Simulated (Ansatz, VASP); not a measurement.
# Rh: VASP beside Ansatz

INCAR

```
  PREC = Accurate
  ENCUT = 520
  EDIFF = 1E-6
  ISMEAR = 0
  SIGMA = 0.15
  LREAL = False
  LASPH = True
  NELM = 60
  ALGO = Fast
  ISIF = 2
  LWAVE = False
  LCHARG = True
  GGA = PE
  LELF = True
  LVHAR = True
  NBANDS = 14
```

The input KPOINTS:

```
regular mesh
0
Gamma
  20 20 20
```

POSCAR

```
Rh
1.0
   -0.0957526211      1.8384503252      1.9150524221
    1.8384503252     -0.0957526211      1.9150524221
    1.7426977041      1.7426977041      0.0000000000
Rh
1
Direct
    0.0000000000      0.0000000000      0.0000000000
```

Input for Ansatz:

```yaml
crystal:
  lattice:
    - [-0.0957526211, 1.8384503252, 1.9150524221]
    - [1.8384503252, -0.0957526211, 1.9150524221]
    - [1.7426977041, 1.7426977041, 0.0]
  atoms:
    - { symbol: Rh, position: [0.0, 0.0, 0.0] }
basis:
  ecutwfc: 420
kpoints:
  mp_grid: { grid: [20, 20, 20] }
hamiltonian:
  xc: pbe
  pseudopotentials: { kind: paw, azcp: { folder: soft_1 } }
scf:
  occupations: { method: gaussian, width: 0.15 }
output:
  forces: true
  stress: true
  eigenvalues: true
```

Change from the starting cell: engineering shear strain xy -0.1000, equal normal strain along x and y -0.0400.

Alike in both runs: task single point; functional PBE; k mesh 20 × 20 × 20; occupations gaussian, width 0.15 eV; no spin polarisation.

|  | VASP | Ansatz |
| --- | --- | --- |
| version | VASP 6.6.1 | Ansatz 0.2.0 |
| potentials or method | VASP PAW PBE potentials, release 64 (Rh_pv) | scalar-relativistic, plane waves, PAW |
| plane-wave cutoff (eV) | 520 | 420 |
| valence electrons in the cell | 15 | 17 |

|  | VASP | Ansatz | Ansatz less VASP |
| --- | --- | --- | --- |
| gap on the k mesh at the Fermi level (eV) | none | none | - |
| pressure (GPa) | 31.4 | 31.4 | +0.03 |
| largest component of the traceless stress (GPa) | 29.71 | 29.67 | -0.043 |

A gap of «none» marks a metal or a gap that the smearing closes. The two sets of potentials don't hold the same shells in valence.

Caveats: so large a pressure means that the cell lies far from this level's equilibrium, or that cutoff or potentials fall short (VASP).
